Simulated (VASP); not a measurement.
# PtS2 (P-3m1) in VASP: notebook

The runs below take PtS2 through single point, with PBE.

Program: VASP 6.6.1. These are calculated values, not measurements. Logs are shortened: lines on timing, memory, paths and dates and some standing lists are left out, and cuts for length are marked.

## (1) Starting point

Symmetry: P-3m1, No. 164, trigonal system. Conventional cell: a = 3.543 Å, b = 3.543 Å, c = 5.039 Å, α = 90.00°, β = 90.00°, γ = 120.00°. Around Pt (site symmetry -3m) lie 6 S at 2.34 Å. Around S (site symmetry 3m) lie 3 Pt at 2.34 Å.

## (2) Single point, PBE, spin-orbit coupling, no magnetisation

The input, INCAR:

```
SYSTEM = PtS2
ALGO = Normal ; EDIFF = 1E-7
ENCUT = 280 ; GGA = PE
GGA_COMPAT = .False. ; ISIF = 2
ISMEAR = 0 ; LASPH = .True.
LCHARG = .False. ; LMAXMIX = 4
LNONCOLLINEAR = .True. ; LORBIT = 11
LREAL = .False. ; LSORBIT = .True.
LWAVE = .False. ; MAGMOM = 0 0 0 0 0 0 0 0 0
NBANDS = 38 ; NELM = 100
PREC = Accurate ; SIGMA = 0.02
```

The input, KPOINTS:

```
k-points
0
Gamma
  8 8 5
  0 0 0
```

The input, POSCAR:

```
PtS2
1.0
    3.5432000000      0.0000000000      0.0000000000
   -1.7716000000      3.0685012107      0.0000000000
    0.0000000000      0.0000000000      5.0388000000
Pt S
1 2
Direct
    0.0000000000      0.0000000000      0.0000000000
    0.6666666667      0.3333333333      0.7730000000
    0.3333333333      0.6666666667      0.2270000000
```

Potentials or basis: VASP PAW PBE potentials, release 64 (Pt, S).

Started as:

```console
$ cat potpaw_PBE.64/Pt/POTCAR potpaw_PBE.64/S/POTCAR > POTCAR
$ mpirun -np 1 vasp_ncl > vasp.out
```

OUTCAR:

```text
SYSTEM = PtS2
   EDIFF = 1E-7
   ENCUT = 280
   GGA = PE
   ISIF = 2
   ISMEAR = 0
   LASPH = .True.
   LNONCOLLINEAR = .True.
   LORBIT = 11
   LREAL = .False.
   LSORBIT = .True.
   NELM = 100
   PREC = Accurate

 Found     40 irreducible k-points:

 Following reciprocal coordinates:
            Coordinates               Weight
  0.000000  0.000000  0.000000      1.000000
  0.125000  0.000000  0.000000      6.000000
  0.250000  0.000000  0.000000      6.000000
  0.375000  0.000000  0.000000      6.000000
  0.500000  0.000000  0.000000      3.000000
  0.125000  0.125000  0.000000      6.000000
   k-points           NKPTS =     40   k-points in BZ     NKDIM =     40   number of bands    NBANDS=     38
   number of dos      NEDOS =    301   number of ions     NIONS =      3
   total plane-waves  NPLWV =  11200
   dimension x,y,z NGX =    20 NGY =   20 NGZ =   28
   dimension x,y,z NGXF=    40 NGYF=   40 NGZF=   56
   ions per type =               1   2
   NGX,Y,Z   is equivalent  to a cutoff of   9.38,  9.38,  9.24 a.u.
   NGXF,Y,Z  is equivalent  to a cutoff of  18.77, 18.77, 18.48 a.u.
 SYSTEM =  PtS2
   PREC   = accura    normal or accurate (medium, high low for compatibility)
   ISTART =      0    job   : 0-new  1-cont  2-samecut
   ICHARG =      2    charge: 1-file 2-atom 10-const
   ISPIN  =      1    spin polarized calculation?
   LNONCOLLINEAR =      T non collinear calculations
   LSORBIT =      T    spin-orbit coupling
   LASPH  =      T    aspherical Exc in radial PAW
   ENCUT  =  280.0 eV  20.58 Ry    4.54 a.u.   4.83  4.83  6.87*2*pi/ulx,y,z
   NELM   =    100;   NELMIN=  2; NELMDL= -5     # of ELM steps
   EDIFF  = 0.1E-06   stopping-criterion for ELM
   LREAL  =      F    real-space projection
   EDIFFG = 0.1E-05   stopping-criterion for IOM
   NSW    =      0    number of steps for IOM
   IBRION =     -1    ionic relax: 0-MD 1-quasi-New 2-CG
   NFREE  =      0    steps in history (QN), initial steepest desc. (CG)
   ISIF   =      2    stress and relaxation
   ISYM   =      2    0-nonsym 1-usesym 2-fastsym
   POTIM  = 0.5000    time-step for ionic-motion
   TEBEG  =    0.0;   TEEND  =   0.0 temperature during run
   PSTRESS=    0.0 pullay stress
   NELECT =      22.0000    total number of electrons
   NUPDOWN=      -1.0000    fix difference up-down
   EMIN   =  10.00;   EMAX   =-10.00  energy-range for DOS
   EFERMI =   0.00;   METHOD = LEGACY
   ISMEAR =     0;   SIGMA  =   0.02  broadening in eV -4-tet -1-fermi 0-gaus
   EFERMI_NEDOS =   21; number of points for ismear=-14 and -15
   IALGO  =     38    algorithm
   IMIX   =      4    mixing-type and parameters
     AMIX     =   0.40;   BMIX     =  1.00
     AMIX_MAG =   1.60;   BMIX_MAG =  1.00
  volume/ion in A,a.u.               =      18.26       123.23
  Fermi-wavevector in a.u.,A,eV,Ry     =   1.207812  2.282434 19.848315  1.458810
  Thomas-Fermi vector in A             =   2.343439
   LORBIT       =     11    0 simple, 1 ext, 2 COOP (PROOUT), +10 PAW based schemes
   GGA     = PE    functional components
   LHFCALC =     F    Hartree Fock is set to
   AEXX    =    0.0000 exact exchange contribution
   IVDW    =     0    specifies the selected vdW correction
   LEPSILON=     F    determine dielectric tensor
   LRPA    =     F    only Hartree local field effects (RPA)
 Gauss-broadening in eV      SIGMA  =   0.02
  energy-cutoff  :      280.00
  volume of cell :       54.78
 maximum number of plane-waves:      1192
 NGX is ok and might be reduce to    20
   NGX =  9   NGY =  9   NGZ = 13

 number of electron      21.9999989 magnetization      -0.0000000     -0.0000000      0.0000000

 number of electron      21.9999989 magnetization      -0.0000000     -0.0000000     -0.0000000

 number of electron      21.9999989 magnetization       0.0000000      0.0000000      0.0000000

 number of electron      21.9999989 magnetization      -0.0000000      0.0000000      0.0000000

 Free energy of the ion-electron system (eV)
  ---------------------------------------------------
  ext. energy  EPLUGINS =         0.00000000
  ---------------------------------------------------
  free energy    TOTEN  =       -15.64629455 eV

  energy without entropy =      -15.64629455  energy(sigma->0) =      -15.64629455

 E-fermi :   6.8765     XC(G=0): -10.5762

 val. band max:        6.7113343170   @ k =   0.1250   0.0000   0.0000
 cond. band min:       7.7233862728   @ k =   0.0000   0.2500   0.2000
 fundamental gap:      1.0120519558
 Fermi energy:         6.8765239702

 k-point     1 :       0.0000    0.0000    0.0000
  band No.  band energies     occupation
      1      -8.8183      1.00000
      2      -8.8183      1.00000
      3      -5.5785      1.00000
      4      -5.5785      1.00000
      5      -0.5609      1.00000
      6      -0.5609      1.00000
[... 26 lines left out ...]
     33      15.0041      0.00000
     34      15.0041      0.00000

 k-point     2 :       0.1250    0.0000    0.0000
  band No.  band energies     occupation
      1      -8.6101      1.00000
      2      -8.6101      1.00000
      3      -5.7112      1.00000
      4      -5.7112      1.00000
      5      -0.4122      1.00000
      6      -0.4122      1.00000
[... 140 lines left out ...]
 k-point     6 :       0.1250    0.1250    0.0000
  band No.  band energies     occupation
      1      -8.2188      1.00000
      2      -8.2188      1.00000
      3      -5.9246      1.00000
      4      -5.9246      1.00000
      5      -0.1833      1.00000
      6      -0.1833      1.00000
[... 26 lines left out ...]
     33      16.3070      0.00000
     34      16.3070      0.00000

 [... further k-points ...]

 [bands above 34 left out]

------------------------ aborting loop because EDIFF is reached ----------------------------------------

  FORCE on cell =-STRESS in cart. coord.  units (eV):
  Direction    XX          YY          ZZ          XY          YZ          ZX
  --------------------------------------------------------------------------------------
  -------------------------------------------------------------------------------------
  Total        3.7696358      3.7696358      3.3155047      0.0000000      0.0000000      0.0000000
  in kB      110.2455043    110.2455043     96.9641395      0.0000000      0.0000000      0.0000000
  external PRESSURE =     105.8183827 kB  Pullay stress =       0.0000000 kB

 VOLUME and BASIS-vectors are now :
 -----------------------------------------------------------------------------
  energy-cutoff  :      280.00
  volume of cell :       54.78
      direct lattice vectors                 reciprocal lattice vectors
     3.543200000  0.000000000  0.000000000     0.282230752  0.162946001  0.000000000
    -1.771600000  3.068501211  0.000000000     0.000000000  0.325892001  0.000000000
     0.000000000  0.000000000  5.038800000     0.000000000  0.000000000  0.198459951

 POSITION                                       TOTAL-FORCE (eV/Angst)
 -----------------------------------------------------------------------------------
      0.00000      0.00000      0.00000         0.000000      0.000000     -0.000000
      1.77160      1.02283      3.89499         0.000000     -0.000000     -1.255193
     -0.00000      2.04567      1.14381        -0.000000      0.000000      1.255193
 -----------------------------------------------------------------------------------
    total drift:                                0.000000      0.000000     -0.000000

  FREE ENERGIE OF THE ION-ELECTRON SYSTEM (eV)
  ---------------------------------------------------
  free  energy   TOTEN  =       -15.6462945547 eV

  energy  without entropy=      -15.6462945547  energy(sigma->0) =      -15.64629455

 Spin-Orbit-Coupling matrix elements

 Ion:    1  E_soc:     -0.7616943
 l=   1
     0.0000000    -0.0372596    -0.0396290
    -0.0372596     0.0000000    -0.0372596
    -0.0396290    -0.0372596     0.0000000
 l=   2
     0.0000000    -0.0197956     0.0000000    -0.0197956    -0.0679643
    -0.0197956     0.0000000    -0.0477959    -0.0239605    -0.0197956
     0.0000000    -0.0477959     0.0000000    -0.0477959     0.0000000
    -0.0197956    -0.0239605    -0.0477959     0.0000000    -0.0197956
    -0.0679643    -0.0197956     0.0000000    -0.0197956     0.0000000
 l=   3
     0.0000000     0.0000000     0.0000000     0.0000000     0.0000000     0.0000000     0.0000000
     0.0000000     0.0000000     0.0000000     0.0000000     0.0000000     0.0000000     0.0000000
     0.0000000     0.0000000     0.0000000     0.0000000     0.0000000     0.0000000     0.0000000
     0.0000000     0.0000000     0.0000000     0.0000000     0.0000000     0.0000000     0.0000000
     0.0000000     0.0000000     0.0000000     0.0000000     0.0000000     0.0000000     0.0000000
     0.0000000     0.0000000     0.0000000     0.0000000     0.0000000     0.0000000     0.0000000
     0.0000000     0.0000000     0.0000000     0.0000000     0.0000000     0.0000000     0.0000000

 Ion:    2  E_soc:      0.0005865
 l=   1
     0.0000000     0.0000701     0.0001531
     0.0000701     0.0000000     0.0000701
     0.0001531     0.0000701     0.0000000
 l=   2
     0.0000000     0.0000000     0.0000000     0.0000000     0.0000000
     0.0000000     0.0000000     0.0000000     0.0000000     0.0000000
     0.0000000     0.0000000     0.0000000     0.0000000     0.0000000
     0.0000000     0.0000000     0.0000000     0.0000000     0.0000000
     0.0000000     0.0000000     0.0000000     0.0000000     0.0000000
 l=   3
     0.0000000     0.0000000     0.0000000     0.0000000     0.0000000     0.0000000     0.0000000
     0.0000000     0.0000000     0.0000000     0.0000000     0.0000000     0.0000000     0.0000000
     0.0000000     0.0000000     0.0000000     0.0000000     0.0000000     0.0000000     0.0000000
     0.0000000     0.0000000     0.0000000     0.0000000     0.0000000     0.0000000     0.0000000
     0.0000000     0.0000000     0.0000000     0.0000000     0.0000000     0.0000000     0.0000000
     0.0000000     0.0000000     0.0000000     0.0000000     0.0000000     0.0000000     0.0000000
     0.0000000     0.0000000     0.0000000     0.0000000     0.0000000     0.0000000     0.0000000

 Ion:    3  E_soc:      0.0005865
 l=   1
     0.0000000     0.0000701     0.0001531
     0.0000701     0.0000000     0.0000701
     0.0001531     0.0000701     0.0000000
 l=   2
     0.0000000     0.0000000     0.0000000     0.0000000     0.0000000
     0.0000000     0.0000000     0.0000000     0.0000000     0.0000000
     0.0000000     0.0000000     0.0000000     0.0000000     0.0000000
     0.0000000     0.0000000     0.0000000     0.0000000     0.0000000
     0.0000000     0.0000000     0.0000000     0.0000000     0.0000000
 l=   3
     0.0000000     0.0000000     0.0000000     0.0000000     0.0000000     0.0000000     0.0000000
     0.0000000     0.0000000     0.0000000     0.0000000     0.0000000     0.0000000     0.0000000
     0.0000000     0.0000000     0.0000000     0.0000000     0.0000000     0.0000000     0.0000000
     0.0000000     0.0000000     0.0000000     0.0000000     0.0000000     0.0000000     0.0000000
     0.0000000     0.0000000     0.0000000     0.0000000     0.0000000     0.0000000     0.0000000
     0.0000000     0.0000000     0.0000000     0.0000000     0.0000000     0.0000000     0.0000000
     0.0000000     0.0000000     0.0000000     0.0000000     0.0000000     0.0000000     0.0000000

 total charge

# of ion       s       p       d       tot
------------------------------------------
    1        0.733   0.889   7.997   9.619
    2        1.360   2.322   0.000   3.682
    3        1.360   2.322   0.000   3.682
--------------------------------------------------
tot          3.454   5.532   7.997  16.982

 magnetization (x)

# of ion       s       p       d       tot
------------------------------------------
    1        0.000   0.000   0.000   0.000
    2        0.000   0.000   0.000   0.000
    3        0.000  -0.000   0.000  -0.000
--------------------------------------------------
tot          0.000  -0.000   0.000  -0.000

 magnetization (y)

# of ion       s       p       d       tot
------------------------------------------
    1       -0.000   0.000  -0.000  -0.000
    2        0.000   0.000   0.000   0.000
    3        0.000   0.000   0.000   0.000
--------------------------------------------------
tot          0.000   0.000  -0.000   0.000

 magnetization (z)

# of ion       s       p       d       tot
------------------------------------------
    1        0.000   0.000   0.000   0.000
    2        0.000   0.000   0.000   0.000
    3        0.000   0.000   0.000   0.000
--------------------------------------------------
tot          0.000   0.000   0.000   0.000
```

Wall time 35 s (1 thread of Intel Xeon 6975P-C (Granite Rapids), shared host); peak memory 0.21 GiB.

These settings aren't checked as converged: the numbers below hold their error.

What came out:

```yaml
Free_energy: -15.6463 eV
Largest_force: 1.255 eV/Å
Valence_electrons_inside_the_program's_atomic_spheres: Pt 9.62; S 3.68
```

Caveat: the cutoff is under 1.25 times the usual one of these potentials, so pressure, stress and relaxed cells hold a basis-set (Pulay) error; forces of over 1 eV/Å show positions far from the minimum, so gaps and moduli don't describe the material at rest.

## (3) Single point, PBE, spin-orbit coupling, no magnetisation

Changes to INCAR since step 2:

```diff
@@ -2,3 +2,3 @@
 ALGO = Normal ; EDIFF = 1E-7
-ENCUT = 280 ; GGA = PE
+ENCUT = 340 ; GGA = PE
 GGA_COMPAT = .False. ; ISIF = 2
```

KPOINTS is that of step 2.

POSCAR is that of step 2.

Potentials or basis: VASP PAW PBE potentials, release 64 (Pt, S).

Started as:

```console
$ cat potpaw_PBE.64/Pt/POTCAR potpaw_PBE.64/S/POTCAR > POTCAR
$ mpirun -np 1 vasp_ncl > vasp.out
```

Wall time 41 s (1 thread of Intel Xeon 6975P-C (Granite Rapids), shared host); peak memory 0.25 GiB.

The run converged, but some of its settings lie outside the range that counts as converged, so its numbers aren't taken as properties of the crystal.

What came out:

```yaml
Free_energy: -15.6501 eV
Pressure: 11.0 GPa
Largest_force: 1.244 eV/Å
Valence_electrons_inside_the_program's_atomic_spheres: Pt 9.63; S 3.67
```

Caveat: forces of over 1 eV/Å show positions far from the minimum, so gaps and moduli don't describe the material at rest.

(Continued in part 2 of 2.)
